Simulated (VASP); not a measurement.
Runs of VASP 6.6.1 on Ag. The structure is cubic, space group Fm-3m (No. 225). The conventional cell has a = 4.085 Å, b = 4.085 Å, c = 4.085 Å, α = 90.00°, β = 90.00°, γ = 90.00°. Ag (site symmetry m-3m) is surrounded by 12 Ag at 2.89 Å. 

```csv
task,level,potentials or basis,spin,cell,k mesh,cutoff (eV),smearing,gap on the mesh (eV),pressure (GPa),relaxed volume (Å³/atom)
relaxation of cell and atoms,RPBE+D3,"VASP PAW PBE potentials, release 64 (Ag)",off,relaxed,11 × 11 × 11,600,fermi-dirac 0.05 eV,none,-0.1,18.00
band structure,SCAN,"VASP PAW PBE potentials, release 64 (Ag)","SOC, no magnetisation",as given,8 × 8 × 8,520,fermi-dirac 0.05 eV,-,0.2,-
relaxation of cell and atoms,PBE,"VASP PAW PBE potentials, release 64 (Ag)",off,relaxed,11 × 11 × 11,600,fermi-dirac 0.05 eV,none,0.0,17.77
relaxation of cell and atoms,PBE,"VASP PAW PBE potentials, release 64 (Ag_GW)",off,relaxed,11 × 11 × 11,630,fermi-dirac 0.05 eV,none,0.0,(a)
band structure,rSCAN,"VASP PAW PBE potentials, release 64 (Ag)",off,as given,11 × 11 × 11,520,fermi-dirac 0.05 eV,-,(b),-
relaxation of cell and atoms,revPBE+D3(BJ),"VASP PAW PBE potentials, release 64 (Ag)",off,relaxed,11 × 11 × 11,600,fermi-dirac 0.05 eV,none,0.0,16.46
relaxation of cell and atoms,PBEsol+D4,"VASP PAW PBE potentials, release 64 (Ag)",off,relaxed,11 × 11 × 11,600,fermi-dirac 0.05 eV,none,0.0,16.18
band structure,r2SCAN,"VASP PAW PBE potentials, release 64 (Ag)","SOC, no magnetisation",as given,8 × 8 × 8,520,fermi-dirac 0.05 eV,-,2.1,-
single point,PBE,"VASP PAW PBE potentials, release 64 (Ag)",off,as given,11 × 11 × 11,520,gaussian 0.026 eV,none,4.1,-
single point,PBE,"VASP PAW PBE potentials, release 64 (Ag)",off,as given,11 × 11 × 11,520,gaussian 0.027 eV,none,4.2,-
single point,PBE,"VASP PAW PBE potentials, release 64 (Ag)",off,as given,11 × 11 × 11,520,gaussian 0.012 eV,none,4.2,-
```

Q: Fill in the values left out.

A: (a) 17.75; (b) 0.9.

Caveats: the PAW data sets were made with another functional, which shifts forces and pressure a little (some runs); pairwise dispersion overbinds metals, which lowers pressure and volume (some runs).

A k mesh can miss the band edges, and rows without SOC leave out spin-orbit coupling on Ag.

A gap of «none» marks a metal or a gap under the smearing width.
